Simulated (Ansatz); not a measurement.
# Si (I4_1/amd): scan of the energy under strain

What does a strain cost in Si (I4_1/amd)? The task is a scan of the energy under strain, for Si (I4_1/amd).

Program: Ansatz 0.2.0, driven from Python. Level of theory: DFT PBE, plane waves, PAW. These are calculated values, not measurements.

## Step 1: The structure

Symmetry: I4_1/amd, No. 141, tetragonal system. Conventional cell: a = 4.743 Å, b = 4.743 Å, c = 2.659 Å, α = 90.00°, β = 90.00°, γ = 90.00°. Around Si (site symmetry -4m2) lie 6 Si at 2.46 to 2.66 Å.

No structure file is read: the coordinates are typed or built in the script.

## Step 2: The code

strain_si.py reads:

```python
import ansatz as az
import matplotlib.pyplot as plt
import numpy as np

config = {
    "occupations": "methfessel_paxton",
    "cutoff": 520,
    "mesh": (15, 15, 15),
}

vectors0 = np.array([
    [-2.371372, 2.371372, 1.329265],
    [2.371372, -2.371372, 1.329265],
    [2.371372, 2.371372, -1.329265],
])
sites = [
    ("Si", (0.25, 0.75, 0.5)),
    ("Si", (0.5, 0.5, 0.0)),
]


def make_crystal(cell):
    crystal = az.Crystal(lattice=az.Lattice.of(cell))
    for symbol, position in sites:
        crystal = crystal.atom(symbol, position)
    return crystal

values = np.linspace(-0.02, 0.02, 5)
energies = []
for d in values:
    strain = np.array([[0, d / 2, 0], [d / 2, 0, 0], [0, 0, 0]])
    cell = vectors0 @ (np.eye(3) + strain)
    job = (
        make_crystal(cell).calculation()
        .occupations(config["occupations"])
        .basis(config["cutoff"])
        .kpoints(*config["mesh"])
        .stress()
    )
    summary = job.run(threads=1, backend="cpu").report
    energies.append(summary["free_energy_ev"] / len(sites))
    s = summary["stress_gpa"]
    print(f"d = {d:+.4f}  stress xx yy zz xy (GPa, compression positive): {s[0][0]:8.3f} {s[1][1]:8.3f} {s[2][2]:8.3f} {s[0][1]:8.3f}")
energies = np.array(energies)

for value, e in zip(values, energies):
    print(f"strain {value:7.3f}   E - Emin = {1000 * (e - energies.min()):9.3f} meV/atom")
plt.figure(figsize=(4.5, 3))
plt.plot(values, 1000 * (energies - energies.min()), "o-")
plt.xlabel("strain")
plt.ylabel("meV/atom")
plt.tight_layout()
plt.savefig("strain.png", dpi=100)
curvature = 2 * np.polyfit(values, energies, 3)[1]
volume = abs(np.linalg.det(vectors0)) / len(sites)
print(f"d2E/dd2 over the volume: {curvature / volume * 160.21766:.1f} GPa")
```

## Step 3: The calls as engine input

The package turns the script's settings into the engine's input (first run):

```yaml
crystal:
  lattice:
    - [-2.39508572, 2.39508572, 1.329265]
    - [2.39508572, -2.39508572, 1.329265]
    - [2.34765828, 2.34765828, -1.329265]
  atoms:
    - { symbol: Si, position: [0.25, 0.75, 0.5] }
    - { symbol: Si, position: [0.5, 0.5, 0.0] }
basis:
  ecutwfc: 520.0
kpoints:
  mp_grid:
    grid: [15, 15, 15]
scf:
  occupations:
    method: methfessel_paxton
output:
  stress: true
```

## Step 4: Launch

Started as:

```
$ python strain_si.py
```

**Question.** How much energy does this shear strain cost, and what curvature follows?

**Answer**, as computed:

| quantity | value |
| --- | --- |
| curvature under the strain | 109.3 GPa |
| runs compared | 5 |
| range of energy | 2.05 meV/atom |
| lowest point, strain | 0.000 |

**Reading.** Against the unstrained cell the energy per atom changes by +2.05 meV at one end of the scan and +2.05 meV at the other, and its second derivative over the volume is 109.3 GPa. The curvature belongs to this strain pattern and to the cell's stress; it equals a single elastic constant only for simple patterns. In a metal a curvature from energy changes of a few meV or less hangs on mesh and smearing, in size and even in sign. No functional is typed, so the default, PBE, holds. This isn't the structure that Si takes at ambient conditions. The ions keep their fractional positions (clamped ions). Whether this is the phase that is stable at ambient conditions was not tested.
